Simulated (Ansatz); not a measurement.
Stackings of close-packed layers of LiCl (tetrahedral net, letters for double layers), each relaxed to a stress under 0.05 GPa; h and k mark layers whose two neighbours have the same or different letters; energies count from the stacking AB (P6_3mc).

Method: Ansatz 0.2.0, DFT PBEsol, scalar-relativistic, plane waves, PAW.

Cutoff 420 eV, Gaussian smearing of 0.02 eV, energies at zero smearing, symmetry of each start kept, no spin polarisation.

| start | atoms | k mesh | excess energy (meV/atom) | spacing of like layers (Å) | a (Å) | gap on the mesh (eV) |
| --- | --- | --- | --- | --- | --- | --- |
| ABC (kkk) | 6 | 9×9×3 | 4.7 | 3.139 | 3.849 | 5.88 |
| ABCB (hkhk) | 8 | 9×9×2 | 2.5 | 3.116 | 3.865 | 5.86 |
| ABCACB (hkkhkk) | 12 | 9×9×2 | 3.2 | 3.127 | 3.858 | 5.87 |
| ABCAB (hkkkh) | 10 | 9×9×2 | 2.9 | 3.121 | 3.861 | 5.86 |
| ABCBABC (kkhkhkk) | 14 | 9×9×2 | 3.4 | 3.129 | 3.856 | 5.87 |

An odd mesh misses points on the zone edge, so a gap read on it can be too wide.

The reference crystal is the wurtzite form of LiCl, which isn't its usual structure.

Cost: 5 runs of about 6.6 core-minutes in all, on Intel Xeon Platinum 8259CL (Skylake/Cascade Lake) (shared hosts).